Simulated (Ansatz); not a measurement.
**Co$_{3}$Sn$_{2}$: how the energy converges with the cutoff**

Co$_{3}$Sn$_{2}$, P-6m2, a = 4.223 Å, c = 5.067 Å. The structure is a Materials Project entry; whether it is the stable form wasn't checked. Ansatz: PBEsol, PAW, cutoff varied, Γ-centred 12×12×8 mesh on 5 atoms, Gaussian smearing 0.10 eV; collinear spin, largest moment 1.1 μB. Single points at one geometry, the cutoff alone changed; ΔE is the energy at zero smearing over the run at 850 eV (runs within 0.3 meV/atom of it are left out). The run at 150 eV ended in another magnetic state and is left out. The runs up to 380 eV lie under the cutoff recommended for these PAW datasets.

| cutoff (eV) | ΔE (meV/atom) |
| --- | --- |
| 200 | 14943.99 |
| 250 | 2619.86 |
| 300 | 357.27 |
| 350 | 35.23 |
| 380 | 8.43 |
| 420 | 3.03 |
| 460 | ? |
| 520 | 0.90 |
| 600 | 0.54 |

**Question.** Assume ΔE falls exponentially with the cutoff, fit y = ln ΔE against x, the cutoff in eV, to the other rows, and predict the missing value.

**Answer.** y = 9.612, 7.871, 5.878, 3.562, 2.132, 1.109, -0.105, -0.616. Means x = 377.5, y = 3.6804; Σ(Δx)² = 126150, ΣΔxΔy = -3363; the slope is their ratio. y = 13.74 − 0.02666 x, a factor of ten per 86 eV. At 460 eV this gives ΔE = 4.38 meV/atom. The run gave 1.78, a ratio of 2.46. Between neighbouring rows the decay runs from a factor of ten per 48 eV to one per 361 eV, so one exponential is only a rough guide. The fast fall gives way to a slow tail.